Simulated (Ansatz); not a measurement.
**CuO (Tenorite) in Ansatz: the effect of Hubbard term**

The system is CuO (Tenorite).

```
CELL_PARAMETERS angstrom
2.34185 -1.71130 0.00000
2.34185 1.71130 0.00000
-0.85003 0.00000 5.05787
ATOMIC_POSITIONS crystal
Cu 0.50000 0.00000 0.50000
Cu 0.00000 0.50000 0.00000
O 0.41840 0.58160 0.75000
O 0.58160 0.41840 0.25000
```

Alike in all runs:

* Program: Ansatz 0.2.0
* Task: density of states
* Functional: PBEsol
* Potentials or basis: all-electron LAPW, scalar-relativistic
* Cutoff: 406 eV (chosen from the basis error)
* Basis error allowed: 0.002 eV/atom
* k mesh: 10 × 10 × 5
* Occupations: fermi-dirac, width 0.05 eV
* Spin: no spin polarisation

| Hubbard term | pressure (GPa) | largest force (eV/Å) |
| --- | --- | --- |
| none | -2.7 | 0.36 |
| Cu d U = 2 eV | -1.9 | 0.31 |
| Cu d U = 4 eV | -0.9 | 0.26 |
| Cu d U = 6 eV | ? | ? |
| Cu d U = 8 eV | 1.8 | 0.16 |

Q: What does the run with Hubbard term Cu d U = 6 eV give?

A: Pressure 0.4 GPa; largest force 0.21 eV/Å.

Worked out: A parabola through the other rows of the pressure, of slope 0.673 GPa per eV there, gives 0.3 GPa, against the run's 0.4. A straight line through the other rows of the largest force, of slope -0.025 eV/Å per eV, gives 0.21 eV/Å, against the run's 0.21.

Caveats: the run has no spin polarisation, though such a crystal can be magnetic; the density of states is complete only up to the lowest level of the last band computed; U is the effective U less J, on atomic orbitals that reach past the spheres (some runs); U without spin polarisation on a metal has little footing (some runs); semilocal functionals often make such compounds metallic where correlation or magnetic order opens a gap, which also shifts bond lengths (some runs).
